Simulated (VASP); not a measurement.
# Al2O3 (P-3m1) in VASP: settings compared, part 3 of 3

VASP 6.6.1. The steps go on from the part before.

## Step 5: Single point, PBEsol

Input file run.py:

```python
from ase.calculators.vasp import Vasp
from ase.dft.bandgap import bandgap
from ase.io import read

atoms = read('Al2O3.cif', primitive_cell=True, subtrans_included=False)
calc = Vasp(
    directory='calc',
    xc='pbesol',
    pp='PBE',
    setups='recommended',
    pp_version='54',
    prec='Accurate',
    encut=520,
    ediff=1e-06,
    ismear=0,
    sigma=0.02,
    lreal=False,
    lasph=True,
    nelm=80,
    algo='Normal',
    isif=2,
    lwave=False,
    lcharg=False,
    kpts=[10, 10, 4],
    gamma=True,
)
atoms.calc = calc

print('energy (eV):', atoms.get_potential_energy())
print('free energy (eV):', atoms.get_potential_energy(force_consistent=True))
print('forces (eV/A):')
print(atoms.get_forces())
print('stress (eV/A^3, Voigt):', atoms.get_stress())
print('Fermi level (eV):', calc.get_fermi_level())
gap, top, bottom = bandgap(calc)
print('band gap (eV):', gap, 'from (spin, k, band)', top, 'to', bottom)
```

Input file Al2O3.cif:

```cif
data_Al2O3
_cell_length_a 3.01748254
_cell_length_b 3.01748254
_cell_length_c 7.57463600
_cell_angle_alpha 90.00000000
_cell_angle_beta 90.00000000
_cell_angle_gamma 120.00000000
_space_group_name_H-M_alt 'P-3m1'
_space_group_name_Hall '-P 3 2"'
_space_group_IT_number 164
loop_
_space_group_symop_operation_xyz
'x,y,z'
'-x,-y,-z'
'-y,x-y,z'
'y,-x+y,-z'
'-x+y,-x,z'
'x-y,x,-z'
'y,x,-z'
'-y,-x,z'
'x-y,-y,-z'
'-x+y,y,z'
'-x,-x+y,-z'
'x,x-y,z'
loop_
_atom_site_label
_atom_site_type_symbol
_atom_site_symmetry_multiplicity
_atom_site_Wyckoff_symbol
_atom_site_fract_x
_atom_site_fract_y
_atom_site_fract_z
_atom_site_occupancy
Al1 Al 2 c 0.0000000000 0.0000000000 0.7220490000 1
O1 O 1 b 0.0000000000 0.0000000000 0.5000000000 1
O2 O 2 d 0.6666666667 0.3333333333 0.8005460000 1
```

Potentials or basis: VASP PAW PBE potentials, release 54 (Al, O).

The run is started by

```console
> python run.py
```

Standard output:

```text
energy (eV): -37.72805251
free energy (eV): -37.72805251
forces (eV/A):
[[ 0.         -0.         -0.09177946]
 [ 0.          0.          0.09177946]
 [ 0.          0.          0.        ]
 [-0.          0.         -0.18793354]
 [ 0.         -0.          0.18793354]]
stress (eV/A^3, Voigt): [0.02456678 0.02456678 0.01638905 0.         0.         0.        ]
Fermi level (eV): 3.90140293
band gap (eV): 2.1943 from (spin, k, band) (0, np.int64(0), np.int64(11)) to (0, np.int64(0), np.int64(12))
```

OUTCAR:

```text
ENCUT = 520.000000
   EDIFF = 1.00e-06
   GGA = PS
   PREC = Accurate
   ISIF = 2
   ISMEAR = 0
   NELM = 80
   LASPH = .TRUE.
   LREAL = .FALSE.

 ion  position               nearest neighbor table
   1  0.000  0.000  0.722-   3 1.68   4 1.84   4 1.84   4 1.84   2 3.36
   2  0.000  0.000  0.278-   3 1.68   5 1.84   5 1.84   5 1.84   1 3.36
   3  0.000  0.000  0.500-   1 1.68   2 1.68
[... 671 lines left out ...]
 -----------------------------------------------------------------------------
  energy-cutoff  :      520.00
  volume of cell :       59.73
      direct lattice vectors                 reciprocal lattice vectors
     3.017482540  0.000000000  0.000000000     0.331402083  0.191335082  0.000000000
    -1.508741270  2.613216535  0.000000000     0.000000000  0.382670164  0.000000000
     0.000000000  0.000000000  7.574636000     0.000000000  0.000000000  0.132019545

 POSITION                                       TOTAL-FORCE (eV/Angst)
 -----------------------------------------------------------------------------------
      0.00000      0.00000      5.46926         0.000000     -0.000000     -0.091779
      0.00000      0.00000      2.10538         0.000000      0.000000      0.091779
      0.00000      0.00000      3.78732         0.000000      0.000000      0.000000
      1.50874      0.87107      6.06384        -0.000000      0.000000     -0.187934
     -0.00000      1.74214      1.51079         0.000000     -0.000000      0.187934
 -----------------------------------------------------------------------------------
    total drift:                                0.000000      0.000000     -0.000000

  FREE ENERGIE OF THE ION-ELECTRON SYSTEM (eV)
  ---------------------------------------------------
  free  energy   TOTEN  =       -37.7280525090 eV

  energy  without entropy=      -37.7280525090  energy(sigma->0) =      -37.72805251
```

INCAR:

```text
ENCUT = 520.000000
SIGMA = 0.020000
EDIFF = 1.00e-06
ALGO = Normal
GGA = PS
PREC = Accurate
ISIF = 2
ISMEAR = 0
NELM = 80
LASPH = .TRUE.
LCHARG = .FALSE.
LWAVE = .FALSE.
LREAL = .FALSE.
```

It took 31 s on 1 thread of AMD EPYC 9R45 (Zen 5), shared host; peak memory 0.15 GiB.

Results:

```yaml
Free_energy: -37.7281 eV
Pressure: -3.5 GPa
Largest_force: 0.188 eV/Å
Band_gap_on_the_k_mesh: 2.19 eV, direct
```

Forces on the atoms (eV/Å):
```
Al   0.000  0.000 -0.092
Al   0.000  0.000  0.092
O    0.000  0.000  0.000
O    0.000  0.000 -0.188
O    0.000  0.000  0.188
```

Caveat: the PAW data sets were made with another functional, which shifts forces and pressure a little. A k mesh can miss the band edges.

## Step 6: Electrostatic potential, revPBE

Input file INCAR:

```
SYSTEM = Al2O3
  PREC = Normal
  ENCUT = 520
  EDIFF = 1E-6
  ISMEAR = 1
  SIGMA = 0.5
  LREAL = .False.
  LASPH = .True.
  NELM = 80
  ALGO = Normal
  ISIF = 2
  LWAVE = .False.
  LCHARG = .True.
  GGA = RE
  LVHAR = .True.
  ADDGRID = .True.
```

Input file KPOINTS:

```
regular mesh
0
Gamma
  10 10 4
  0 0 0
```

Input file POSCAR:

```
Al2O3
1.0
    3.0174825440      0.0000000000      0.0000000000
   -1.5087412720      2.6132165386      0.0000000000
    0.0000000000      0.0000000000      7.5746360022
Al O
2 3
Direct
    0.0000000000      0.0000000000      0.7220490000
    0.0000000000      0.0000000000      0.2779510000
    0.0000000000      0.0000000000      0.5000000000
    0.6666666667      0.3333333333      0.8005460000
    0.3333333333      0.6666666667      0.1994540000
```

Potentials or basis: VASP PAW PBE potentials, release 64 (Al, O).

The run is started by

```console
> cat potpaw_PBE.64/Al/POTCAR potpaw_PBE.64/O/POTCAR > POTCAR
> mpirun -np 1 vasp_std > vasp.out
```

It took 16 s on 1 thread of AMD EPYC 9R45 (Zen 5), shared host; peak memory 0.15 GiB.

The run converged, but some of its settings lie outside the range that counts as converged (typed here: PREC = Normal; ADDGRID = yes; ISMEAR = 1; SIGMA = 0.5), so its numbers aren't taken as properties of the crystal.

What came out:

```yaml
Free_energy: -34.7306 eV
Pressure: 1.8 GPa
Largest_force: 0.076 eV/Å
Band_gap_on_the_k_mesh: 2.40 eV, direct
```

Caveat: the PAW data sets were made with another functional, which shifts forces and pressure a little.

## Step 7: For comparison

An earlier run on the cell as given: functional PBE; potentials or basis VASP PAW PBE potentials, release 64 (Al, O); cutoff 520 eV; k mesh 10 × 10 × 4; occupations fermi-dirac, width 0.05 eV; no spin polarisation.

- Pressure: -0.5 GPa
- Largest force: 0.091 eV/Å
- Band gap on the k mesh: 2.29 eV, direct

## Step 8: The runs side by side

| task | level | potentials or basis | smearing | gap on the mesh (eV) | pressure (GPa) | largest force (eV/Å) |
| --- | --- | --- | --- | --- | --- | --- |
| atomic charges | PBEsol | VASP PAW PBE potentials, release 64 (Al, O) | gaussian 0.02 eV | 2.19 | -3.5 | 0.19 |
| electron localisation function | PBEsol | VASP PAW PBE potentials, release 64 (Al, O) | gaussian 0.02 eV | 2.19 | -3.5 | 0.19 |
| single point | PBEsol | VASP PAW PBE potentials, release 54 (Al, O) | gaussian 0.02 eV | 2.19 | -3.5 | 0.19 |
| single point | PBE | VASP PAW PBE potentials, release 64 (Al, O) | fermi-dirac 0.05 eV | 2.29 | -0.5 | 0.09 |

Alike in all rows: no spin polarisation; cell as given; k mesh 10 × 10 × 4; cutoff (eV) 520.

Caveats: the PAW data sets were made with another functional, which shifts forces and pressure a little (some runs).

Total energies depend on the potentials used, so only differences within one code and one set of settings carry meaning.
